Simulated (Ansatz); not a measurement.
The system is SnSe.

```
CELL_PARAMETERS angstrom
11.42000 0.00000 0.00000
0.00000 4.19000 0.00000
0.00000 0.00000 4.46000
ATOMIC_POSITIONS crystal
Sn 0.87700 0.75000 0.90900
Sn 0.62300 0.25000 0.40900
Sn 0.37700 0.75000 0.59100
Sn 0.12300 0.25000 0.09100
Se 0.64300 0.75000 0.98400
Se 0.85700 0.25000 0.48400
Se 0.14300 0.75000 0.51600
Se 0.35700 0.25000 0.01600
```

Base run:

```yaml
Program: Ansatz 0.2.0
Functional: LDA
Potentials_or_basis: Ansatz PAW
Cutoff: "420 eV (not typed: the program's choice for these potentials)"
k_mesh: 3 × 6 × 6
Occupations: fermi-dirac, width 0.05 eV
Spin: no spin polarisation
```

Its results: band gap on the k mesh 0.48 eV, indirect (least direct gap 0.67 eV); pressure -2.0 GPa; largest force 0.183 eV/Å.

After a change of settings the same cell gave: band gap on the k mesh 0.57 eV, indirect (least direct gap 0.74 eV); pressure 3.6 GPa; largest force 0.339 eV/Å. Which change was it?
A. functional from LDA to BLYP
B. functional from LDA to r2SCAN; cutoff from 420 eV (not typed: the program's choice for these potentials) to 500 eV (not typed: the program's choice for these potentials)
C. functional from LDA to revPBE
D. functional from LDA to PBEsol

C.

revPBE binds less tightly than LDA, so the same cell stands under more pressure.

Caveats: spin-orbit coupling is left out, which moves the levels of the heavy elements; the PAW data sets come from PBE, with cores solved anew for the run's functional, which leaves a small shift of forces and pressure.

Runs at the PBE level aren't shown here.
